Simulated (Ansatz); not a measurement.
CuO:

```xyz
8
Lattice="-2.3418 1.7113 0.0000 0.8500 0.0000 -5.0579 -2.3418 -5.1339 0.0000" Properties=species:S:1:pos:R:3 pbc="T T T"
Cu   -1.1500   -0.8247   -0.0030
Cu   -3.4919   -2.5360   -0.0030
Cu   -3.0669   -0.8247   -2.5320
Cu   -3.0669   -4.2473   -2.5320
O    -1.6834   -0.2483   -3.7964
O    -1.6834   -3.6709   -3.7964
O    -2.1084    0.3103   -1.2675
O    -2.2756   -3.3602   -1.2432
```

Base run:

| Item | Value |
| --- | --- |
| Program | Ansatz 0.2.0 |
| Functional | LDA |
| Potentials or basis | Ansatz PAW |
| Cutoff | 420 eV |
| Density cutoff | 1680 eV |
| k mesh | 9 × 5 × 5 |
| Occupations | fermi-dirac, width 0.05 eV |
| Spin | no spin polarisation |

Its results: band gap on the k mesh none (metal or under the smearing width); pressure -6.5 GPa; largest force 2.318 eV/Å.

**Question.** The run is repeated on the same cell with these changes: hubbard terms from none to Cu d U = 4.5 eV; hubbard projectors from none to ortho-atomic (the default). What comes out?

**Answer.** Band gap on the k mesh none (metal or under the smearing width); pressure -4.3 GPa; largest force 2.433 eV/Å.

Caveats: the run has no spin polarisation, though such a crystal can be magnetic; the PAW data sets come from PBE, with cores solved anew for the run's functional, which leaves a small shift of forces and pressure; forces of over 1 eV/Å show positions far from the minimum, so gaps and moduli don't describe the material at rest; semilocal functionals often make such compounds metallic where correlation or magnetic order opens a gap, which also shifts bond lengths (some runs); U without spin polarisation on a metal has little footing (some runs).

Not every run made on this cell is shown here.
